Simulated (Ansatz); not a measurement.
**TiAl: zone-centre modes under pressure**

TiAl, P4/mmm, a = 2.825 Å, c = 4.078 Å. The structure is a COD entry; whether it is the stable form wasn't checked. Ansatz: PBE, PAW, 420 eV, Γ-centred 14×14×10 mesh on 2 atoms, Fermi-Dirac smearing 0.15 eV; no spin polarisation. Cell and atoms are relaxed at each pressure with the symmetry kept; optical modes at Γ by linear response, in cm⁻¹, matched by rank (the highest 2 distinct ones).

```tsv
P (GPa)	V (Å³/atom)	ω1	ω2
0	16.271	260.1	302.2
5	15.614	?	?
11	14.972	293.2	352.0
22	14.044	318.8	391.3
```

Task: Get each mode's Grüneisen parameter γ = −d ln ω/d ln V from the other rows and predict the missing frequencies.

Result: ln(V/V0) = 0.0000, -0.0412, -0.0832, -0.1472; a line through ln(ω/ω0) of the 3 known rows gives ω1: γ = 1.385 (intercept 0.0014), predicted 275.8, computed 276.5; ω2: γ = 1.759 (intercept 0.0019), predicted 325.5, computed 326.8. The worst miss is 0.4 %, or 5 % of the shift under pressure, so a constant γ serves at that level. In a metal these frequencies hang on the mesh and smearing.

The mesh isn't the same in all rows (14×14×10, 16×16×10).

Cost: 4 runs of about 4.3 core-minutes in all, on AMD EPYC 7R43 (Zen 3) (shared hosts).